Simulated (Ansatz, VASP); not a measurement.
# Two plane-wave programs on C

```
C
1.0
     2.48393    0.00000    0.00000
    -1.24196    2.15114    0.00000
     0.00000    0.00000    4.09452
C
4
Direct
  0.33333 0.66667 0.00015
  0.66667 0.33333 0.50015
  0.33333 0.66667 0.37385
  0.66667 0.33333 0.87385
```

Change from the starting cell: strained cell.

Alike in both runs: task relaxation of the atoms; functional LDA; k mesh 9 × 9 × 6; occupations gaussian, width 0.02 eV; no spin polarisation.

```csv
,VASP,Ansatz
version,VASP 6.6.1,Ansatz 0.2.0
potentials or method,"VASP PAW LDA potentials, release 64 (C)","scalar-relativistic, plane waves, PAW"
plane-wave cutoff (eV),520,420
valence electrons in the cell,16,16
```

|  | VASP | Ansatz | Ansatz less VASP |
| --- | --- | --- | --- |
| gap on the k mesh at the Fermi level, each at its own relaxed structure (eV) | 3.00 | 3.02 | +0.023 |

Ansatz warned: «pseudo_functional_mismatch».

Caveats: an odd mesh through Γ misses points on the zone boundary, where band edges often lie.
